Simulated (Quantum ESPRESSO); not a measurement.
Ge in Quantum ESPRESSO: the effect of functional

Ge:

```
Ge
1.0
     0.00000    2.82891    2.82891
     2.82891    0.00000    2.82891
     2.82891    2.82891    0.00000
Ge
2
Direct
  0.75000 0.75000 0.75000
  0.50000 0.50000 0.50000
```

Alike in all runs:

* Program: Quantum ESPRESSO 7.5
* Task: phonon dispersion
* Cutoff: 612 eV
* Density cutoff: 4898 eV
* k mesh: 6 × 6 × 6
* Occupations: cold, width 0.2 eV
* Spin: no spin polarisation

Each run relaxes the cell or the atoms first.

Question: One run gave: relaxed volume 23.88 Å³/atom. Which functional did it use?
A. LDA
B. PBE
C. PBEsol

Answer: B.

| functional | potentials or basis | relaxed volume (Å³/atom) |
| --- | --- | --- |
| LDA | GBRV 1.5 LDA | 22.17 |
| PBE | GBRV 1.5 PBE | 23.88 |
| PBEsol | GBRV 1.5 PBEsol | 22.81 |

Caveats: the mesh is thin for the phonons of a metal.

Not every run made on this cell is shown here.
